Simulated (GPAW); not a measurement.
# Ballistic transport through C2 in line between two Bi chains, cheap and dear

How well does C2 in line between two Bi chains conduct at low bias, and how far do basis and functional move the answer?

Method: GPAW LCAO, PAW setups; Landauer transmission from Green's functions with principal layers (ASE), zero bias, in GPAW 26.7.0.

### Step 1. Starting point

The cell holds 10 atoms: 8 Bi and 2 C. Its edges and angles: a = 9.000 Å, b = 9.000 Å, c = 25.625 Å, α = 90.0°, β = 90.0°, γ = 90.0°. Regions: left lead, 4 atoms (4 Bi); channel, 2 atoms (2 C); right lead, 4 atoms (4 Bi). Vacuum lies along a and b. The structure is stacked along c, and the current runs across the ab planes.

As a file:

```cif
data_structure
_symmetry_space_group_name_H-M 'P 1'
_symmetry_Int_Tables_number 1
_cell_length_a 9.0000
_cell_length_b 9.0000
_cell_length_c 25.6246
_cell_angle_alpha 90.000
_cell_angle_beta 90.000
_cell_angle_gamma 90.000
_cell_volume 2075.59
loop_
_atom_site_label
_atom_site_type_symbol
_atom_site_fract_x
_atom_site_fract_y
_atom_site_fract_z
_atom_site_occupancy
Bi1 Bi 0.50000 0.50000 0.05659 1
Bi2 Bi 0.50000 0.50000 0.16976 1
Bi3 Bi 0.50000 0.50000 0.28293 1
Bi4 Bi 0.50000 0.50000 0.39610 1
C5 C 0.50000 0.50000 0.47580 1
C6 C 0.50000 0.50000 0.52420 1
Bi7 Bi 0.50000 0.50000 0.60390 1
Bi8 Bi 0.50000 0.50000 0.71707 1
Bi9 Bi 0.50000 0.50000 0.83024 1
Bi10 Bi 0.50000 0.50000 0.94341 1
```

### Step 2. GPAW, dzp

The script solves lead and junction separately, takes H and S in the orbital basis, and joins semi-infinite leads through their self-energies; the dzp basis is the working standard.

run.py reads:

```python
import json
import numpy as np
from ase import Atoms
from ase.transport.calculators import TransportCalculator
from gpaw import GPAW, FermiDirac
from gpaw.lcao.tools import get_lcao_hamiltonian
from scipy.linalg import eigh

# The junction with lead layers at both ends, along the third cell vector
device = Atoms(
    ['Bi', 'Bi', 'Bi', 'Bi', 'C', 'C', 'Bi', 'Bi', 'Bi', 'Bi'],
    positions=[
        [4.50000, 4.50000, 1.45000],
        [4.50000, 4.50000, 4.35000],
        [4.50000, 4.50000, 7.25000],
        [4.50000, 4.50000, 10.15000],
        [4.50000, 4.50000, 12.19230],
        [4.50000, 4.50000, 13.43230],
        [4.50000, 4.50000, 15.47460],
        [4.50000, 4.50000, 18.37460],
        [4.50000, 4.50000, 21.27460],
        [4.50000, 4.50000, 24.17460]],
    cell=[[9.0, 0.0, 0.0], [0.0, 9.0, 0.0], [0.0, 0.0, 25.6246]],
    pbc=True)

# One principal layer of the lead: the first 2 atoms of the device
lead = Atoms(
    ['Bi', 'Bi'],
    positions=[
        [4.50000, 4.50000, 1.45000],
        [4.50000, 4.50000, 4.35000]],
    cell=[[9.0, 0.0, 0.0], [0.0, 9.0, 0.0], [0.0, 0.0, 5.8]],
    pbc=True)

settings = dict(mode='lcao', basis='dzp', xc='PBE', h=0.2,
                occupations=FermiDirac(0.1), maxiter=250,
                mixer=dict(beta=0.1, nmaxold=8, weight=100.0),
                convergence=dict(density=0.0001))
energies = np.arange(-2, 2 + 1e-9, 0.05)
eta = 0.0001
n1, n2 = 1, 1
# k and -k transmit alike, so half of the mesh across the current serves
mesh = [(i, j) for i in range(n1) for j in range(n2) if (i, j) <= (-i % n1, -j % n2)]
weights = np.array([1 if (i, j) == (-i % n1, -j % n2) else 2 for i, j in mesh]) / (n1 * n2)

# [... helper functions left out ...]
fermi_lead = ground_state(lead, (1, 1, 19), 'lead.txt')
fermi_device = ground_state(device, (1, 1, 3), 'device.txt')
# [... loop over the mesh left out, but for ...]
        # Shift the lead onto the potential of the device's first layer
        shift = ((H[:, 0, 0] - H0[:, 0, 0]) / S0[0, 0]).real.mean()
# [...]
kT = 8.617333e-5 * 77
bias = [0.1, 0.2, 0.5, 1.0, 1.5, 2.0]
# [... integrals and printing left out ...]
```

Started as:

```
> OMP_NUM_THREADS=1 OPENBLAS_NUM_THREADS=1 python run.py
```

The log of the run:

```text
basis functions: device 210, principal layer 46
Fermi level: lead -2.8498 eV, device -2.9024 eV; lead shifted by -0.1022 eV
largest coupling past the next layer 5.83e-06 eV, largest misfit of the first layer 0.133 eV
  E-E_F (eV)   T (one spin)  [channel counts left out]
    -2.000    7.5894e-02
    -1.950    7.5743e-02
    -1.900    7.5583e-02
    -1.850    7.5414e-02
    -1.800    7.5239e-02
    -1.750    7.5059e-02
    -1.700    7.4874e-02
    -1.650    7.4686e-02
    -1.600    7.4496e-02
    -1.550    7.4303e-02
    -1.500    1.1069e-01
    -1.450    2.5750e-01
    -1.400    5.9303e-01
    -1.350    1.0290e+00
    -1.300    1.3411e+00
    -1.250    1.4802e+00
[...]
1.650    9.1384e-01
     1.700    6.0302e-02
     1.750    6.0124e-02
     1.800    5.9958e-02
     1.850    5.9803e-02
     1.900    5.9660e-02
     1.950    5.9530e-02
     2.000    5.9414e-02
conductance at 77 K: 1.9639 G0 a cell; thermopower -0.1212 uV/K
current from the zero-bias T(E) at 0.1 V: 15.215 uA
current from the zero-bias T(E) at 0.2 V: 30.421 uA
current from the zero-bias T(E) at 0.5 V: 75.877 uA
current from the zero-bias T(E) at 1.0 V: 150.13 uA
current from the zero-bias T(E) at 1.5 V: 219.93 uA
current from the zero-bias T(E) at 2.0 V: 283.41 uA
```

Wall time 28 s (1 thread of Arm Neoverse V1, shared host); peak memory 0.86 GiB.

Numbers from this step:

```
conductance                                    : 1.964 G₀
largest coupling past the next principal layer : 5.83e-6 eV
largest misfit of the first principal layer    : 0.1331 eV
shift that aligns the lead                     : -0.1022 eV
basis functions of the junction                : 210
basis functions of a principal layer           : 46
transmission at the Fermi level (one spin)     : 1.964
```

One spin. Transmission, zone mean against energy, zero at the Fermi level:

```csv
energy (eV),"transmission, zone mean"
-2.00,0.0759
-1.90,0.0756
-1.80,0.0752
-1.70,0.0749
-1.55,0.0743
-1.45,0.257
-1.35,1.03
-1.25,1.48
-1.15,1.50
-1.05,1.44
-0.90,1.43
-0.80,1.49
-0.70,1.58
-0.60,1.68
-0.50,1.77
-0.40,1.84
-0.25,1.91
-0.15,1.94
-0.05,1.96
0.00,1.96
0.05,1.97
0.15,1.98
0.25,1.98
0.30,1.98
0.40,1.98
0.50,1.98
0.60,1.96
0.70,1.93
0.80,1.88
0.90,1.81
1.05,1.67
1.15,1.56
1.25,1.44
1.35,1.34
1.45,1.26
1.55,1.19
1.70,0.0603
1.80,0.0600
1.90,0.0597
2.00,0.0594
```

Not self-consistent under bias; the bias window is split evenly. Current through one cell, from the zero-bias transmission against bias:

```csv
bias (V),"current through one cell, from the zero-bias transmission (μA)"
0.100,15.2
0.200,30.4
0.500,75.9
1.000,150
1.500,220
2.000,283
```

Transmission of the three most open eigenchannels against energy, zero at the Fermi level:

```csv
energy (eV),channel 1,channel 2,channel 3
-2.00,0.0759,1.1e-12,0
-1.85,0.0754,1.1e-12,0
-1.70,0.0749,1.3e-12,1.3e-12
-1.60,0.0745,9.1e-11,9.1e-11
-1.45,0.0918,0.0918,0.0739
-1.30,0.634,0.634,0.0733
-1.15,0.712,0.712,0.0728
-1.05,0.681,0.681,0.0724
-0.90,0.678,0.678,0.0718
-0.75,0.731,0.731,0.0713
-0.60,0.806,0.806,0.0707
-0.50,0.851,0.851,0.0704
-0.35,0.900,0.900,0.0698
-0.20,0.928,0.928,0.0692
-0.05,0.944,0.944,0.0686
0.00,0.948,0.948,0.0684
0.05,0.951,0.951,0.0682
0.20,0.957,0.957,0.0676
0.35,0.959,0.959,0.0669
0.50,0.955,0.955,0.0661
0.60,0.946,0.946,0.0656
0.75,0.921,0.921,0.0649
0.90,0.874,0.874,0.0641
1.05,0.804,0.804,0.0633
1.15,0.748,0.748,0.0628
1.30,0.664,0.664,0.0620
1.45,0.598,0.598,0.0614
1.60,0.534,0.534,0.0607
1.70,0.0603,1.4e-7,1.4e-7
1.85,0.0598,1.2e-10,1.2e-10
2.00,0.0594,5.4e-12,5.4e-12
```

Couplings past the next layer reach 5.8e-6 eV, small enough to drop; the matrix elements of the cell's first layer differ from the bulk lead's by up to 0.13 eV. That layer keeps its own values in the calculation, and only beyond it is the lead taken as perfect. The Fermi levels of lead and junction count from different zeros of potential, one for each periodic cell; with both set to zero, the small remaining shift is what aligns them. Without spin-orbit coupling, which is large for these atoms, channel counts and T are those of the scalar-relativistic bands. By hand: G = 1.964 × 77.48 μS = 152 μS, a resistance of 6.57 kΩ; at 0.1 V a linear junction would pass 15.2 μA, and the integral over the bias window gives 15.2 μA.

### Step 3. Single-zeta polarised basis

The second zeta is dropped, the polarisation orbitals stay.

Edit run.py of step 2 so:

```diff
@@ -34,3 +34,3 @@
 
-settings = dict(mode='lcao', basis='dzp', xc='PBE', h=0.2,
+settings = dict(mode='lcao', basis='szp(dzp)', xc='PBE', h=0.2,
                 occupations=FermiDirac(0.1), maxiter=250,
```

The log of the run:

```text
basis functions: device 130, principal layer 28
Fermi level: lead -2.9434 eV, device -3.0988 eV; lead shifted by -0.0869 eV
largest coupling past the next layer 5.79e-06 eV, largest misfit of the first layer 0.118 eV
  E-E_F (eV)   T (one spin)  [channel counts left out]
    -2.000    6.9320e-02
    -1.950    6.9430e-02
    -1.900    6.9523e-02
    -1.850    6.9600e-02
    -1.800    6.9662e-02
    -1.750    6.9712e-02
    -1.700    6.9751e-02
    -1.650    6.9779e-02
    -1.600    6.9798e-02
    -1.550    6.9808e-02
    -1.500    8.3996e-02
    -1.450    1.6311e-01
    -1.400    3.6937e-01
    -1.350    7.1596e-01
    -1.300    1.0587e+00
    -1.250    1.2692e+00
[...]
1.650    9.8475e-01
     1.700    6.5652e-02
     1.750    6.5591e-02
     1.800    6.5547e-02
     1.850    6.5513e-02
     1.900    6.5491e-02
     1.950    6.5479e-02
     2.000    6.5480e-02
conductance at 77 K: 1.9211 G0 a cell; thermopower -0.1647 uV/K
current from the zero-bias T(E) at 0.1 V: 14.882 uA
current from the zero-bias T(E) at 0.2 V: 29.752 uA
current from the zero-bias T(E) at 0.5 V: 74.153 uA
current from the zero-bias T(E) at 1.0 V: 146.34 uA
current from the zero-bias T(E) at 1.5 V: 213.71 uA
current from the zero-bias T(E) at 2.0 V: 274.86 uA
```

Wall time 23 s (1 thread); peak memory 0.84 GiB.

Numbers from this step:

| Quantity | Value |
| --- | --- |
| conductance | 1.921 G₀ |
| largest coupling past the next principal layer | 5.79e-6 eV |
| largest misfit of the first principal layer | 0.1177 eV |
| shift that aligns the lead | -0.08691 eV |
| basis functions of the junction | 130 |
| basis functions of a principal layer | 28 |
| transmission at the Fermi level (one spin) | 1.921 |

One spin. Table of transmission, zone mean by energy, zero at the Fermi level:

energy (eV), transmission, zone mean and a bar:
```
   -2.000       0.07 
   -1.800       0.07 
   -1.600       0.07 
   -1.400       0.37 #####
   -1.200       1.36 #####################
   -1.000       1.33 ####################
   -0.800       1.40 #####################
   -0.600       1.59 ########################
   -0.400       1.77 ###########################
   -0.200       1.87 #############################
    0.000       1.92 ##############################
    0.200       1.94 ##############################
    0.350       1.95 ##############################
    0.400       1.95 ##############################
    0.600       1.92 ##############################
    0.800       1.85 ############################
    1.000       1.70 ##########################
    1.200       1.49 #######################
    1.400       1.29 ####################
    1.600       1.12 #################
    1.800       0.07 
    2.000       0.07
```

Not self-consistent under bias; the bias window is split evenly. The current through one cell, from the zero-bias transmission by bias:

```csv
bias (V),"current through one cell, from the zero-bias transmission (μA)"
0.100,14.9
0.200,29.8
0.500,74.2
1.000,146
1.500,214
2.000,275
```

Transmission of the three most open eigenchannels against energy, zero at the Fermi level:

```csv
energy (eV),channel 1,channel 2,channel 3
-2.00,0.0693,0,0
-1.85,0.0696,0,0
-1.70,0.0698,0,0
-1.60,0.0698,3.4e-11,3.4e-11
-1.45,0.0698,0.0467,0.0467
-1.30,0.494,0.494,0.0698
-1.15,0.652,0.652,0.0697
-1.05,0.636,0.636,0.0696
-0.90,0.635,0.635,0.0696
-0.75,0.686,0.686,0.0695
-0.60,0.761,0.761,0.0693
-0.50,0.810,0.810,0.0693
-0.35,0.866,0.866,0.0692
-0.20,0.901,0.901,0.0690
-0.05,0.922,0.922,0.0689
0.00,0.926,0.926,0.0688
0.05,0.930,0.930,0.0687
0.20,0.938,0.938,0.0685
0.35,0.940,0.940,0.0683
0.50,0.936,0.936,0.0681
0.60,0.927,0.927,0.0679
0.75,0.902,0.902,0.0675
0.90,0.857,0.857,0.0672
1.05,0.791,0.791,0.0669
1.15,0.739,0.739,0.0666
1.30,0.659,0.659,0.0663
1.45,0.592,0.592,0.0660
1.60,0.528,0.528,0.0658
1.70,0.0656,3.7e-6,3.7e-6
1.85,0.0655,1.7e-10,1.7e-10
2.00,0.0655,6.3e-12,6.3e-12
```

The conductance, 1.92 G₀, lies 2.2 % below that of the dzp run.

### Step 4. GPAW, sz: basis = "sz(dzp)"

The minimal basis is the cheapest rung: no second zeta and no polarisation.

Edit run.py of step 3 so:

```diff
@@ -34,3 +34,3 @@
 
-settings = dict(mode='lcao', basis='szp(dzp)', xc='PBE', h=0.2,
+settings = dict(mode='lcao', basis='sz(dzp)', xc='PBE', h=0.2,
                 occupations=FermiDirac(0.1), maxiter=250,
```

The log of the run:

```text
basis functions: device 80, principal layer 18
Fermi level: lead -2.7774 eV, device -2.9737 eV; lead shifted by -0.1004 eV
largest coupling past the next layer 5.43e-06 eV, largest misfit of the first layer 0.092 eV
  E-E_F (eV)   T (one spin)  [channel counts left out]
    -2.000    6.3239e-02
    -1.950    6.3384e-02
    -1.900    6.3516e-02
[...]
1.950    6.6461e-02
     2.000    6.6499e-02
conductance at 77 K: 1.8619 G0 a cell; thermopower -0.2449 uV/K
current from the zero-bias T(E) at 0.1 V: 14.424 uA
current from the zero-bias T(E) at 0.2 V: 28.835 uA
current from the zero-bias T(E) at 0.5 V: 71.865 uA
current from the zero-bias T(E) at 1.0 V: 141.78 uA
current from the zero-bias T(E) at 1.5 V: 206.72 uA
current from the zero-bias T(E) at 2.0 V: 264.47 uA
```

Wall time 18 s (1 thread); peak memory 0.8 GiB.

This step gave:

```yaml
conductance: 1.862 G₀
largest_coupling_past_the_next_principal_layer: 5.43e-6 eV
largest_misfit_of_the_first_principal_layer: 0.09241 eV
shift_that_aligns_the_lead: -0.1004 eV
basis_functions_of_the_junction: 80
basis_functions_of_a_principal_layer: 18
transmission_at_the_fermi_level_one_spin: 1.862
```

One spin. Transmission, zone mean against energy, zero at the Fermi level:

```csv
energy (eV),"transmission, zone mean"
-2.00,0.0632
-1.90,0.0635
-1.80,0.0637
-1.70,0.0639
-1.55,0.105
-1.45,0.431
-1.35,1.01
-1.25,1.22
-1.15,1.20
-1.05,1.18
-0.90,1.21
-0.80,1.29
-0.70,1.39
-0.60,1.50
-0.50,1.60
-0.40,1.68
-0.25,1.78
-0.15,1.82
-0.05,1.85
0.00,1.86
0.05,1.87
0.15,1.89
0.25,1.91
0.40,1.91
0.50,1.91
0.60,1.89
0.70,1.86
0.80,1.81
0.90,1.73
1.05,1.57
1.15,1.44
1.25,1.32
1.35,1.22
1.45,1.15
1.55,1.12
1.70,0.0664
1.80,0.0664
1.90,0.0664
2.00,0.0665
```

The conductance, 1.86 G₀, lies 5.2 % below that of the dzp run.

### Step 5. revPBE in the dzp basis: xc = "revPBE"

Back in the dzp basis, the functional changes from PBE to revPBE, to set the spread between functionals beside that between bases.

Edit run.py of step 4 so:

```diff
@@ -34,3 +34,3 @@
 
-settings = dict(mode='lcao', basis='sz(dzp)', xc='PBE', h=0.2,
+settings = dict(mode='lcao', basis='dzp', xc='revPBE', h=0.2,
                 occupations=FermiDirac(0.1), maxiter=250,
```

The log of the run:

```text
basis functions: device 210, principal layer 46
Fermi level: lead -2.7681 eV, device -2.8198 eV; lead shifted by -0.1032 eV
largest coupling past the next layer 5.82e-06 eV, largest misfit of the first layer 0.135 eV
  E-E_F (eV)   T (one spin)  [channel counts left out]
    -2.000    7.8156e-02
    -1.950    7.7982e-02
    -1.900    7.7797e-02
[...]
1.950    6.2001e-02
     2.000    6.1896e-02
conductance at 77 K: 1.9644 G0 a cell; thermopower -0.1264 uV/K
current from the zero-bias T(E) at 0.1 V: 15.219 uA
current from the zero-bias T(E) at 0.2 V: 30.428 uA
current from the zero-bias T(E) at 0.5 V: 75.888 uA
current from the zero-bias T(E) at 1.0 V: 150.11 uA
current from the zero-bias T(E) at 1.5 V: 219.82 uA
current from the zero-bias T(E) at 2.0 V: 283.2 uA
```

Wall time 28 s (1 thread); peak memory 0.86 GiB.

This step gave:

| Quantity | Value |
| --- | --- |
| conductance | 1.964 G₀ |
| largest coupling past the next principal layer | 5.82e-6 eV |
| largest misfit of the first principal layer | 0.1348 eV |
| shift that aligns the lead | -0.1032 eV |
| basis functions of the junction | 210 |
| basis functions of a principal layer | 46 |
| transmission at the Fermi level (one spin) | 1.965 |

The conductance equals that of the dzp run to 0.2 %.

### Step 6. Cost and result by level

Times are for 1 thread of Arm Neoverse V1, shared host. The series side by side:

```csv
no.,run,conductance (G₀),time,memory (GiB)
1,dzp,1.964,28 s,0.86
2,szp,1.921,23 s,0.84
3,sz,1.862,18 s,0.8
4,dzp revPBE,1.964,28 s,0.86
```

### Step 7. The levels side by side

The curves are compared point by point over the common energies.

This step: comparison of transmission and cost over codes and levels (GPAW 26.7.0).

Ladder, by row:

```csv
step,code,T at the Fermi level (sum over the listed spins),conductance (G0),r.m.s. T(E) from the first,wall time (s),peak memory (GiB),threads
dzp,GPAW,1.964,1.964,0,27.78,0.86,1
szp,GPAW,1.921,1.921,0.07824,22.95,0.84,1
sz,GPAW,1.862,1.862,0.1299,17.88,0.8,1
dzp-revPBE,GPAW,1.965,1.964,0.00481,28.29,0.86,1
```

The transmission, zone mean, sum over the listed spins by energy, zero at the Fermi level:

```csv
energy (eV),dzp,szp,sz,dzp-revPBE
-2.000,0.0759,0.0693,0.0632,0.0782
-1.800,0.0752,0.0697,0.0637,0.0774
-1.600,0.0745,0.0698,0.0689,0.0766
-1.400,0.593,0.369,0.738,0.598
-1.200,1.51,1.36,1.22,1.51
-1.000,1.42,1.33,1.18,1.41
-0.800,1.49,1.40,1.29,1.48
-0.600,1.68,1.59,1.50,1.68
-0.400,1.84,1.77,1.68,1.84
-0.200,1.93,1.87,1.80,1.93
0.000,1.96,1.92,1.86,1.96
0.200,1.98,1.94,1.90,1.98
0.300,1.98,1.95,1.91,1.99
0.350,1.98,1.95,1.91,1.99
0.400,1.98,1.95,1.91,1.98
0.600,1.96,1.92,1.89,1.96
0.800,1.88,1.85,1.81,1.88
1.000,1.72,1.70,1.63,1.72
1.200,1.50,1.49,1.38,1.50
1.400,1.30,1.29,1.18,1.29
1.600,1.13,1.12,1.11,1.12
1.800,0.0600,0.0655,0.0664,0.0624
2.000,0.0594,0.0655,0.0665,0.0619
```

(Part 1 of 2 ends here.)

[Logs are printed without paths, hosts, clocks, repeated set-up lines and the standing remarks that a program may print on its own settings, such as how far it seeks lower states.]

[Hosts, paths, dates, database ids (printed as entryN), source tags and the programs' standing remarks are cut or masked in the printed files.]
